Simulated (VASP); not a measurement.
Write the native input for VASP 6.6.1 that does the following.

```
Task                   : single point
Functional             : r2SCAN
Dispersion             : rVV10
Potentials or basis    : VASP PAW PBE potentials, release 64 (S, Mo_sv)
Cutoff                 : 520 eV
k mesh                 : 12 × 12 × 1
Occupations            : gaussian, width 0.01 eV
Spin                   : no spin polarisation
Dipole correction      : no
Further INCAR settings : ALGO = Normal; EDIFF = 1e-07; NBANDS = 49
```

Sheet: MoS2, a sheet with vacuum.

```xyz
9
Lattice="3.1726 0.0000 0.0000 -1.5863 2.7476 0.0000 0.0000 0.0000 30.4200" Properties=species:S:1:pos:R:3 pbc="T T T"
S     0.0000    1.8317    7.4264
S     0.0000    1.8317   10.5379
S     1.5863    0.9159   13.6541
S     1.5863    0.9159   16.7659
S     0.0000    1.8317   19.8821
S     0.0000    1.8317   22.9936
Mo    1.5863    0.9159    8.9818
Mo    0.0000    1.8317   15.2100
Mo    1.5863    0.9159   21.4382
```

The cell was built by a generator and needn't be a form met in nature.

The input as run:

POSCAR

```
MoS2
1.0
    3.1726141412      0.0000000000      0.0000000000
   -1.5863070706      2.7475644427      0.0000000000
    0.0000000000      0.0000000000     30.4200000000
S Mo
6 3
Direct
    0.3333333333      0.6666666667      0.2441287279
    0.3333333333      0.6666666667      0.3464131016
    0.6666666667      0.3333333333      0.4488537512
    0.6666666667      0.3333333333      0.5511462488
    0.3333333333      0.6666666667      0.6535868984
    0.3333333333      0.6666666667      0.7558712721
    0.6666666667      0.3333333333      0.2952580655
    0.3333333333      0.6666666667      0.5000000000
    0.6666666667      0.3333333333      0.7047419345
```

INCAR.step1

```
PREC = Accurate ; ENCUT = 520
ISMEAR = 0 ; SIGMA = 0.01
LREAL = False ; LASPH = True
NELM = 80 ; NBANDS = 49
GGA = PE ; ALGO = Normal
EDIFF = 1E-4 ; LWAVE = True
LCHARG = False
```

INCAR.step2

```
PREC = Accurate ; ENCUT = 520
EDIFF = 1E-7 ; ISMEAR = 0
SIGMA = 0.01 ; LREAL = False
LASPH = True ; NELM = 80
ALGO = Normal ; ISIF = 2
LWAVE = False ; LCHARG = False
METAGGA = R2SCAN ; LMIXTAU = True
LUSE_VDW = True ; IVDW_NL = 2
BPARAM = 11.95 ; CPARAM = 0.0093
NBANDS = 49 ; ISTART = 1
```

KPOINTS

```
regular mesh
0
Gamma
  12 12 1
```

Potentials or basis: VASP PAW PBE potentials, release 64 (S, Mo_sv).

Launch:

```console
$ cat potpaw_PBE.64/S/POTCAR potpaw_PBE.64/Mo_sv/POTCAR > POTCAR
$ cp INCAR.step1 INCAR
$ mpirun -np 1 vasp_std > vasp.out
$ cp INCAR.step2 INCAR
$ mpirun -np 1 vasp_std > vasp.out
```

Results of the run:

```json
{
 "Largest force": "0.017 eV/Å",
 "Band gap on the k mesh": "1.21 eV, indirect (least direct gap 1.77 eV)"
}
```

Caveat: the PAW data sets were made with another functional, which shifts forces and pressure a little.

Run time: 25 min on 1 thread of Intel(R) Xeon(R) 6975P-C (Granite Rapids) (shared host), peak memory 0.92 GiB.
